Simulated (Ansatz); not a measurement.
A 3-atom cell of Mg2Si from a materials database, 3 atoms and 24 valence electrons in a cell of about 64 Å³, was run 9 times in Ansatz, each time on 1 × NVIDIA H100 80GB HBM3 with 4 threads of AMD EPYC 7R13 Processor (Zen 3), with other jobs on the host.

| run | k mesh | irreducible k | cutoff (eV) | plane waves | bands | SCF iterations | wall time | peak host memory (GiB) |
| --- | --- | --- | --- | --- | --- | --- | --- | --- |
| G0W0, PBE, 189 empty bands, 120 eV | 6×6×6 | 16 | 420 | 1243 | 16 | 6 | 51 s | 1.6 |
| G0W0, PBE, 471 empty bands, 220 eV | 6×6×6 | 16 | 420 | 1243 | 16 | 6 | ? | ? |
| G0W0, PBE, 866 empty bands, 300 eV | 6×6×6 | 16 | 420 | 1243 | 16 | 6 | 84 s | 3.3 |
| G0W0, HSE06, 471 empty bands, 220 eV | 6×6×6 | 16 | 420 | 1243 | 16 | 12 | 2.3 min | 2.5 |
| G0W0, r2SCAN, 471 empty bands, 220 eV | 6×6×6 | 16 | 500 | 1639 | 16 | 6 | ? | ? |
| G0W0, PBE0, 471 empty bands, 220 eV | 6×6×6 | 16 | 420 | 1243 | 16 | 12 | 2.2 min | 2.4 |
| G0W0, PBE, 471 empty bands, 220 eV, plasmon pole | 6×6×6 | 16 | 420 | 1243 | 16 | 6 | ? | ? |
| G0W0, PBE, 103 empty bands, 80 eV | 8×8×8 | 29 | 420 | 1243 | 16 | 6 | 44 s | 1.5 |
| G0W0, PBE, 471 empty bands, 220 eV, norm-conserving | 6×6×6 | 16 | 1143 | 5601 | 16 | 6 | ? | ? |

(1) Estimate the missing times and memories.

## Answers

(1)

| run | wall time | peak host memory (GiB) |
| --- | --- | --- |
| G0W0, PBE, 471 empty bands, 220 eV, norm-conserving | 29 s | 2.8 |
| G0W0, PBE, 471 empty bands, 220 eV, plasmon pole | 25 s | 4.7 |
| G0W0, r2SCAN, 471 empty bands, 220 eV | 85 s | 2.3 |
| G0W0, PBE, 471 empty bands, 220 eV | 66 s | 2.2 |
